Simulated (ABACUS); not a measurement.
The system is LiCl.

```
CELL_PARAMETERS angstrom
0.00000 2.56477 2.56477
2.56477 0.00000 2.56477
2.56477 2.56477 0.00000
ATOMIC_POSITIONS crystal
Cl 0.50000 0.50000 0.50000
Li 0.00000 0.00000 0.00000
```

Base run:

* Program: ABACUS 3.10.1
* Functional: rPW86PBE
* Potentials or basis: SG15 ONCV 1.2 PBE
* Cutoff: 1007 eV
* Density cutoff: 4027 eV
* Basis: plane waves
* k mesh: 7 × 7 × 7
* Occupations: fermi-dirac, width 0.05 eV
* Spin: no spin polarisation

Its results: band gap on the k mesh 6.39 eV, direct; pressure 1.1 GPa.

Question: The run is repeated on the same cell with these changes: functional from rPW86PBE to LDA; potentials or basis from SG15 ONCV 1.2 PBE to PseudoDojo NC SR 0.4.1 LDA standard. What comes out?

Answer: Band gap on the k mesh 5.98 eV, direct; pressure -3.3 GPa.

Caveats: an odd mesh through Γ misses points on the zone boundary, where band edges often lie; the potentials were made for another functional, which shifts forces and pressure (some runs).

Not every run made on this cell is shown here.
